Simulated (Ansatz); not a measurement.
## Ge: all-electron results

```
CELL_PARAMETERS angstrom
2.71207 0.00000 0.00000
0.00000 2.71207 0.00000
0.00000 0.00000 2.71207
ATOMIC_POSITIONS crystal
Ge 0.00000 0.00000 0.00000
```

The conventional cell has a = 2.712 Å, b = 2.712 Å, c = 2.712 Å, α = 90.00°, β = 90.00°, γ = 90.00°. Around Ge (atom 1) lie 6 Ge at 2.71 Å.

The structure comes from a relaxation in the same program, started in the sc type, and has space group Pm-3m. Whether it is a known phase or the ground state wasn't checked.

Theory: Ansatz 0.2.0, DFT, PBE, all-electron LAPW, scalar-relativistic.

Sampling and basis: a Γ-centred 13×13×13 k mesh, Fermi–Dirac smearing of 0.05 eV, basis error target 0.25 meV/atom, no spin polarisation.

```json
{
  "Volume per atom": "19.95 Å³",
  "Pressure at this cell": "0.03 GPa"
}
```

Question: Predict this quantity. Band gap.

Answer: none: bands cross the Fermi level, a metal.

Question: Density of states at the Fermi level (0.2 eV bin): what does the calculation give?

Answer: 0.46 states/eV per cell.
